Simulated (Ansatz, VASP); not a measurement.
## One calculation of Sn, two programs

The input INCAR:

```
  PREC = Accurate
  ENCUT = 520
  EDIFF = 1E-6
  ISMEAR = -1
  SIGMA = 0.3
  LREAL = F
  LASPH = T
  NELM = 100
  ALGO = Normal
  ISIF = 2
  LWAVE = F
  LCHARG = T
  GGA = PE
  LELF = T
  LVHAR = T
  NBANDS = 13
```

The input KPOINTS:

```
regular mesh
0
Gamma
  9 9 9
```

Contents of POSCAR:

```
Sn
1.0
   -1.7265390000      1.7755470000      2.3383420000
    1.7265390000     -1.7755470000      2.3383420000
    1.7265390000      1.7755470000     -2.3383420000
Sn
1
Direct
    0.0000000000      0.0000000000      0.0000000000
```

Input for Ansatz:

```yaml
crystal:
  lattice:
    - [-1.726539, 1.775547, 2.338342]
    - [1.726539, -1.775547, 2.338342]
    - [1.726539, 1.775547, -2.338342]
  atoms:
    - { symbol: Sn, position: [0.0, 0.0, 0.0] }
basis:
  ecutwfc: 653.073269903712
kpoints:
  mp_grid:
    grid: [9, 9, 9]
hamiltonian:
  xc: pbe
scf:
  self_checks: high
  occupations:
    method: fermi_dirac
    width: 0.3
output:
  stress: true
```

This isn't the form of Sn at room conditions, which is tetragonal (white tin).

Alike in both runs: task single point; functional PBE; k mesh 9 × 9 × 9; occupations fermi-dirac, width 0.3 eV; no spin polarisation.

|  | VASP | Ansatz |
| --- | --- | --- |
| version | VASP 6.6.1 | Ansatz 0.2.0 |
| potentials or method | VASP PAW PBE potentials, release 64 (Sn_d) | plane waves, PAW |
| plane-wave cutoff (eV) | 520 | 653 |
| valence electrons in the cell | 14 | 14 |

|  | VASP | Ansatz | Ansatz less VASP |
| --- | --- | --- | --- |
| gap on the k mesh at the Fermi level (eV) | none | none | - |
| pressure (GPa) | -0.8 | -0.8 | -0.01 |
| largest component of the traceless stress (GPa) | 0.31 | 0.32 | +0.004 |

A gap of «none» marks a metal or a gap that the smearing closes. The functional is the same, so the differences come from potentials, cutoffs and numerics.
